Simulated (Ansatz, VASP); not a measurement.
# La, level by level in two programs

```xyz
2
Lattice="3.7500 0.0000 0.0000 -1.8750 3.2476 0.0000 0.0000 0.0000 6.0700" Properties=species:S:1:pos:R:3 pbc="T T T"
La    1.8750    1.0825    4.5525
La    0.0000    2.1651    1.5175
```

This isn't the form of La at room conditions, which is double hcp.

Single points on this cell with VASP 6.6.1 and Ansatz 0.2.0. Each row is one pair of runs. Alike in all rows: spin: off; k mesh: 8 × 8 × 5; smearing: fermi-dirac, width 0.05 eV; VASP's potentials, cutoff: VASP PAW PBE potentials, release 64 (La), 520 eV.

```tsv
level	Ansatz's potentials, cutoff	gap on the k mesh at the Fermi level (eV), VASP	gap on the k mesh at the Fermi level (eV), Ansatz	pressure (GPa), VASP	pressure (GPa), Ansatz	largest component of the traceless stress (GPa), VASP	largest component of the traceless stress (GPa), Ansatz
PBE	Ansatz PAW, 420 eV	none	none	0.7	0.7	0.23	0.24
PBE	Ansatz PAW earlier set, 640 eV	none	none	0.7	0.7	0.23	0.23
PBE	SSSP efficiency PAW, 544 eV	none	none	0.7	0.8	0.23	0.22
PBE	JTH PAW, 840 eV	none	none	0.7	0.8	0.23	0.21
PBE	SPMS NC, 490 eV	none	none	0.7	0.8	0.23	0.25
PBE	PseudoDojo standard (PBE files), 1497 eV	none	none	0.7	0.7	0.23	0.24
PBE	PseudoDojo stringent (PBE files), 1497 eV	none	none	0.7	0.7	0.23	0.24
PBE	Ansatz NC, 1497 eV	none	none	0.7	0.7	0.23	0.24
```

Pressure (GPa): the two programs differ by at most 0.07; largest component of the traceless stress (GPa): the two programs differ by at most 0.02.

A gap of «none» marks a metal or a gap that the smearing closes.
